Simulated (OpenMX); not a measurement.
## Ge under changes of volume

One of the cells (23.290 Å³/atom); the others are scaled copies at fixed shape and fractional positions:

```
CELL_PARAMETERS angstrom
4.02406 0.00000 0.00000
-2.01203 3.48494 0.00000
0.00000 0.00000 6.64308
ATOMIC_POSITIONS crystal
Ge 0.33333 0.66667 0.93710
Ge 0.66667 0.33333 0.43710
Ge 0.33333 0.66667 0.56290
Ge 0.66667 0.33333 0.06290
```

This isn't the form of Ge at room conditions, which is diamond.

```yaml
Program: OpenMX 3.8.5
Functional: PBE
Potentials_or_basis: OpenMX 2013 PBE set, Ge7.0-s3p2d2, fixed grid of 36 × 36 × 70 points
k_mesh: 9 × 9 × 5
Occupations: fermi-dirac, width 0.05 eV
Spin: no spin polarisation
```

```tsv
volume (Å³/atom)	energy over the lowest point (meV/atom)	largest force (eV/Å)
21.463	84.87	0.056
21.920	?	?
22.377	37.34	0.042
23.290	10.33	0.031
23.747	3.28	0.024
24.203	0.00	0.013
```

**Question.** What does the run at 21.920 Å³/atom give?

**Answer.** Energy over the lowest point 58.24 meV/atom; largest force 0.049 eV/Å.

Worked out: A Birch-Murnaghan fit of order 3 (a polynomial in V^(-2/3)) to the other rows has its minimum at 24.41 Å³/atom, just outside them, with B0 = V·E''(V) = 61 GPa and B' = 4.4 at fixed shape and positions, which overstates the stiffness. It gives 58.27 meV/atom at 21.920 Å³/atom, against the run's 58.24.

Energies are extrapolated to zero smearing.

Caveats: the basis of atomic orbitals isn't converged, which shifts pressures, moduli and gaps.
